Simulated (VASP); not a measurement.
A calculation with VASP 6.6.1 of PtSe2 (Sudovikovite) (native input, structure from a POSCAR):

The input INCAR:

```
SYSTEM = PtSe2
  ALGO = Normal
  EDIFF = 1E-6
  ENCUT = 520
  GGA = PE
  ISIF = 2
  ISMEAR = 0
  LASPH = .True.
  LCHARG = .False.
  LREAL = .False.
  LWAVE = .False.
  NBANDS = 18
  NELM = 100
  PREC = Accurate
  SIGMA = 0.05
```

Contents of KPOINTS:

```
k-points
0
Gamma
  8 8 5
  0 0 0
```

The input POSCAR:

```
PtSe2
1.0
    3.7240000000      0.0000000000      0.0000000000
   -1.8620000000      3.2250786037      0.0000000000
    0.0000000000      0.0000000000      5.0620000000
Pt Se
1 2
Cartesian
    0.0000000000      0.0000000000      0.0000000000
    1.8620000002      1.0750262011      3.7965000000
   -0.0000000002      2.1500524026      1.2655000000
```

Potentials or basis: VASP PAW PBE potentials, release 64 (Pt, Se).

Command:

```bash
$ cat potpaw_PBE.64/Pt/POTCAR potpaw_PBE.64/Se/POTCAR > POTCAR
$ mpirun -np 1 vasp_std > vasp.out
```

Question: Write the same calculation in another form: ASE script, structure by space group and Wyckoff sites.

Answer: As run:

The input run.py:

```python
from ase.calculators.vasp import Vasp
from ase.dft.bandgap import bandgap
from ase.spacegroup import crystal

atoms = crystal(
    ['Pt', 'Se'],
    basis=[[0.0, 0.0, 0.0], [0.6666666667, 0.3333333333, 0.75]],
    spacegroup=164,
    setting=1,
    cellpar=[3.724, 3.724, 5.062, 90.0, 90.0, 120.0],
    primitive_cell=True,
)
calc = Vasp(
    directory='calc',
    xc='pbe',
    pp='PBE',
    setups='materialsproject',
    prec='Accurate',
    encut=520,
    ediff=1e-06,
    ismear=0,
    sigma=0.05,
    lreal=False,
    lasph=True,
    nelm=80,
    algo='Fast',
    isif=2,
    lwave=False,
    lcharg=False,
    kpts=[8, 8, 5],
    gamma=True,
)
atoms.calc = calc

print('energy (eV):', atoms.get_potential_energy())
print('free energy (eV):', atoms.get_potential_energy(force_consistent=True))
print('forces (eV/A):')
print(atoms.get_forces())
print('stress (eV/A^3, Voigt):', atoms.get_stress())
print('Fermi level (eV):', calc.get_fermi_level())
gap, top, bottom = bandgap(calc)
print('band gap (eV):', gap, 'from (spin, k, band)', top, 'to', bottom)
```

Potentials or basis: VASP PAW PBE potentials, release 64 (Pt, Se).

Launch:

```sh
$ python run.py
```

Both were run:

|  | native input, structure from a POSCAR | ASE script, structure by space group and Wyckoff sites |
| --- | --- | --- |
| Pressure | 7.3 GPa | 7.3 GPa |
| Largest force | 0.586 eV/Å | 0.587 eV/Å |
| Band gap on the k mesh | none (metal or under the smearing width) | none (metal or under the smearing width) |

Keys that steer only the numerical path or the files written may differ.
